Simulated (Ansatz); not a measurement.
Level of theory: Ansatz, DFT PBE, scalar-relativistic, plane waves, PAW. All cells share a 420 eV cutoff and Γ-centred k meshes spaced at most about 0.3 Å⁻¹ (about 0.25 or finer for metals, 2π included). No spin polarisation in the final relaxations.

These are static total energies at zero pressure. Lower structures may exist.

Task: Which of these relaxed structures of Al2Cu is the lowest in energy?
A. Space group I4/mcm (No. 140), tetragonal, a = 6.052 Å, c = 4.883 Å. Al is surrounded by 4 Cu at 2.58 Å, 1 Al at 2.72 Å, 2 Al at 2.90 Å and 8 Al at 3.11–3.22 Å; Cu is surrounded by 2 Cu at 2.44 Å and 8 Al at 2.58 Å.
B. Space group P4/mmm (No. 123), tetragonal, a = 4.134 Å, c = 2.869 Å. Around Al lie 4 Cu at 2.52 Å and 6 Al at 2.87–2.92 Å; Cu is surrounded by 8 Al at 2.52 Å and 2 Cu at 2.87 Å.
C. Space group Fm-3m (No. 225), cubic, a = 5.783 Å. Al has 4 Cu at 2.50 Å and 6 Al at 2.89 Å; Cu has 8 Al at 2.50 Å.
D. Space group P6/mmm (No. 191), hexagonal, a = 5.467 Å, c = 4.028 Å. Around Al on a site of symmetry mmm lie 4 Cu at 2.56 Å and 6 Al at 2.73 Å; Al on a site of symmetry 6/mmm has 6 Al at 2.73 Å; around Cu lie 6 Al at 2.56 Å.

Result: C. It has the fluorite type, space group Fm-3m (No. 225); the next, A, with space group I4/mcm (No. 140), lies 23 meV/atom higher. Counting all near atoms (those within 1.25 times the shortest distance at each site; a plus sign parts nearer from farther groups), the lowest has Al 4+6, Cu 8 and the next has Al 15, Cu 10.

The Fm-3m cell at 16.1 Å³/atom was relaxed from a Materials Project cell. The I4/mcm cell at 14.9 Å³/atom was relaxed from a cell as deposited in COD. The P4/mmm cell at 16.3 Å³/atom was relaxed from a Materials Project cell. With atoms moved at random, I4/mcm came back. Other cells relaxed within their symmetry can be saddle points. Some types were kept out of the candidates beforehand, so the set may lack a known form.
